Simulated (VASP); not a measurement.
# Sn (I4_1/amd) in VASP: settings compared, part 2 of 2

VASP 6.6.1.

### Step 9. Equation of state, PBEsol, 25.99 Å³/atom (volume scaled by 0.94)

Input file INCAR:

```
SYSTEM = Sn
PREC = Accurate ; ENCUT = 520
EDIFF = 1E-7 ; ISMEAR = -1
SIGMA = 0.05 ; LREAL = .False.
LASPH = .True. ; NELM = 100
ALGO = Normal ; ISIF = 2
LWAVE = .False. ; LCHARG = .False.
GGA = PS ; NBANDS = 21
```

Input file KPOINTS:

```
Automatic mesh
0
Gamma
  9 9 9
  0 0 0
```

Input file POSCAR:

```
Sn
1.0
   -2.8801207477      2.8801207477      1.5666540120
    2.8801207477     -2.8801207477      1.5666540120
    2.8801207477      2.8801207477     -1.5666540120
Sn
2
Direct
    0.0000000000      0.0000000000      0.0000000000
    0.7500000000      0.2500000000      0.5000000000
```

Potentials or basis: VASP PAW PBE potentials, release 64 (Sn_d).

Launch:

```sh
$ cat potpaw_PBE.64/Sn_d/POTCAR > POTCAR
$ mpirun -np 1 vasp_std > vasp.out
```

Run time: 37 s. Hardware: 1 thread of Intel Xeon 6975P-C (Granite Rapids), shared host; peak memory 0.2 GiB.

Results (log left out):

- Free energy: -8.5047 eV
- Pressure: 2.0 GPa
- Band gap on the k mesh: none (metal or under the smearing width)

Caveat: the PAW data sets were made with another functional, which shifts forces and pressure a little.

### Step 10. Equation of state, PBEsol, 26.54 Å³/atom (volume scaled by 0.96)

INCAR is that of step 9.

KPOINTS is that of step 9.

Input file POSCAR:

```
Sn
1.0
   -2.9004039564      2.9004039564      1.5776871502
    2.9004039564     -2.9004039564      1.5776871502
    2.9004039564      2.9004039564     -1.5776871502
Sn
2
Direct
    0.0000000000      0.0000000000      0.0000000000
    0.7500000000      0.2500000000      0.5000000000
```

Launch:

```sh
$ cat potpaw_PBE.64/Sn_d/POTCAR > POTCAR
$ mpirun -np 1 vasp_std > vasp.out
```

Wall time 61 s (1 thread of Intel Xeon 6975P-C (Granite Rapids), shared host); peak memory 0.23 GiB.

Results (log left out):

| Property | Result |
| --- | --- |
| Free energy | -8.5145 eV |
| Pressure | 0.7 GPa |
| Band gap on the k mesh | none (metal or under the smearing width) |

Caveat: the PAW data sets were made with another functional, which shifts forces and pressure a little.

### Step 11. Equation of state, PBEsol, 27.10 Å³/atom (volume scaled by 0.98)

INCAR is that of step 10.

KPOINTS is that of step 10.

Input file POSCAR:

```
Sn
1.0
   -2.9204073745      2.9204073745      1.5885680951
    2.9204073745     -2.9204073745      1.5885680951
    2.9204073745      2.9204073745     -1.5885680951
Sn
2
Direct
    0.0000000000      0.0000000000      0.0000000000
    0.7500000000      0.2500000000      0.5000000000
```

Launch:

```sh
$ cat potpaw_PBE.64/Sn_d/POTCAR > POTCAR
$ mpirun -np 1 vasp_std > vasp.out
```

Wall time 49 s (1 thread of Intel Xeon 6975P-C (Granite Rapids), shared host); peak memory 0.23 GiB.

The run converged. Its results:

```yaml
Free_energy: -8.5157 eV
Pressure: -0.5 GPa
Band_gap_on_the_k_mesh: none (metal or under the smearing width)
```

Caveat: the PAW data sets were made with another functional, which shifts forces and pressure a little.

### Step 12. Equation of state, PBEsol, 28.20 Å³/atom (volume scaled by 1.02)

INCAR is that of step 11.

KPOINTS is that of step 11.

Input file POSCAR:

```
Sn
1.0
   -2.9596121516      2.9596121516      1.6098937015
    2.9596121516     -2.9596121516      1.6098937015
    2.9596121516      2.9596121516     -1.6098937015
Sn
2
Direct
    0.0000000000      0.0000000000      0.0000000000
    0.7500000000      0.2500000000      0.5000000000
```

Potentials or basis: VASP PAW PBE potentials, release 64 (Sn_d).

Launch:

```sh
$ cat potpaw_PBE.64/Sn_d/POTCAR > POTCAR
$ mpirun -np 1 vasp_std > vasp.out
```

Wall time 48 s (1 thread of Intel Xeon 6975P-C (Granite Rapids), shared host); peak memory 0.24 GiB.

The run converged. Its results:

| Item | Value |
| --- | --- |
| Free energy | -8.4962 eV |
| Pressure | -2.4 GPa |
| Band gap on the k mesh | none (metal or under the smearing width) |

Caveat: the PAW data sets were made with another functional, which shifts forces and pressure a little.

### Step 13. Equation of state, PBEsol, 28.76 Å³/atom (volume scaled by 1.04)

INCAR is that of step 12.

KPOINTS is that of step 12.

Input file POSCAR:

```
Sn
1.0
   -2.9788309508      2.9788309508      1.6203478496
    2.9788309508     -2.9788309508      1.6203478496
    2.9788309508      2.9788309508     -1.6203478496
Sn
2
Direct
    0.0000000000      0.0000000000      0.0000000000
    0.7500000000      0.2500000000      0.5000000000
```

Launch:

```sh
$ cat potpaw_PBE.64/Sn_d/POTCAR > POTCAR
$ mpirun -np 1 vasp_std > vasp.out
```

Run time: 58 s. Hardware: 1 thread of Intel Xeon 6975P-C (Granite Rapids), shared host; peak memory 0.24 GiB.

The run converged. Its results:

| Property | Result |
| --- | --- |
| Free energy | -8.4770 eV |
| Pressure | -3.3 GPa |
| Band gap on the k mesh | none (metal or under the smearing width) |

Caveat: the PAW data sets were made with another functional, which shifts forces and pressure a little.

### Step 14. Equation of state, PBEsol, 29.31 Å³/atom (volume scaled by 1.06)

INCAR is that of step 13.

KPOINTS is that of step 13.

Input file POSCAR:

```
Sn
1.0
   -2.9978049079      2.9978049079      1.6306688148
    2.9978049079     -2.9978049079      1.6306688148
    2.9978049079      2.9978049079     -1.6306688148
Sn
2
Direct
    0.0000000000      0.0000000000      0.0000000000
    0.7500000000      0.2500000000      0.5000000000
```

Launch:

```sh
$ cat potpaw_PBE.64/Sn_d/POTCAR > POTCAR
$ mpirun -np 1 vasp_std > vasp.out
```

Run time: 52 s. Hardware: 1 thread of Intel Xeon 6975P-C (Granite Rapids), shared host; peak memory 0.24 GiB.

Results (log left out):

```yaml
Free_energy: -8.4524 eV
Pressure: -4.0 GPa
Band_gap_on_the_k_mesh: none (metal or under the smearing width)
```

Caveat: the PAW data sets were made with another functional, which shifts forces and pressure a little.

### Step 15. Equation of state, PBEsol

Potentials or basis: VASP PAW PBE potentials, release 64 (Sn_d).

No new run: the results of the series are fitted here.

Results:

| Quantity | Value |
| --- | --- |
| Equilibrium volume | 26.90 Å³/atom |
| Bulk modulus at fixed shape and positions | 56 GPa |
| Pressure derivative of the bulk modulus | 4.7 |

Energy against volume, from the lowest point:
| volume (Å³/atom) | energy (meV/atom) |
| --- | --- |
| 25.991 | 5.52 |
| 26.544 | 0.61 |
| 27.097 | 0.00 |
| 27.650 | 3.19 |
| 28.203 | 9.76 |
| 28.756 | 19.35 |
| 29.309 | 31.64 |

Caveat: the cell was scaled at fixed shape and fractional positions, which overstates the stiffness of a crystal with free parameters, most of all of layers and chains; the PAW data sets were made with another functional, which shifts forces and pressure a little.
